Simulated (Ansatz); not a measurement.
Zn:

```
Zn
1.0
     2.67000    0.00000    0.00000
    -1.33500    2.31229    0.00000
     0.00000    0.00000    4.96600
Zn
2
Direct
  0.66667 0.33333 0.75000
  0.33333 0.66667 0.25000
```

```yaml
Program: Ansatz 0.2.0
Task: relaxation of cell and atoms
Functional: HSE06
Potentials_or_basis: Ansatz PAW
Cutoff: "420 eV (not typed: the program's choice for these potentials)"
k_mesh: 6 × 6 × 3
Occupations: fermi-dirac, width 0.05 eV
Spin: no spin polarisation
```

At the start: volume 15.33 Å³/atom.

Question: How do energy, volume and symmetry change on relaxing?

Answer: It ends after 12 steps and the volume is 15.53 Å³/atom (+1.3 %); space group P6_3/mmc (No. 194, to 0.05 Å).

Step by step:
| step | energy change (eV) | largest force (eV/Å) | volume (Å³) |
| --- | --- | --- | --- |
| 1 | 0.0000 | 0.0000 | 30.66 |
| 2 | -0.0183 | 0.0000 | 31.12 |
| 3 | -0.0197 | 0.0000 | 30.88 |
| 4 | -0.0201 | 0.0000 | 30.71 |
| 5 | -0.0201 | 0.0000 | 30.72 |
| 6 | -0.0202 | 0.0000 | 30.73 |
| 7 | -0.0204 | 0.0000 | 30.78 |
| 8 | -0.0207 | 0.0000 | 30.89 |
| 9 | -0.0208 | 0.0000 | 30.95 |
| 10 | -0.0208 | 0.0000 | 31.03 |
| 11 | -0.0208 | 0.0000 | 31.05 |
| 12 | -0.0211 | 0.0000 | 31.05 |

Final structure:
```
CELL_PARAMETERS angstrom
2.60903 0.00000 0.00000
-1.30451 2.25949 0.00000
0.00000 0.00000 5.26714
ATOMIC_POSITIONS crystal
Zn 0.66667 0.33333 0.75000
Zn 0.33333 0.66667 0.25000
```

Caveat: the k mesh is coarse (spacing up to 0.45 Å⁻¹), so the values aren't converged, least of all with exact exchange; the plane-wave basis is chosen anew once the cell has moved, so the energies of steps on either side of that aren't comparable; the PAW data sets come from PBE, with cores solved anew for the run's functional, which leaves a small shift of forces and pressure.
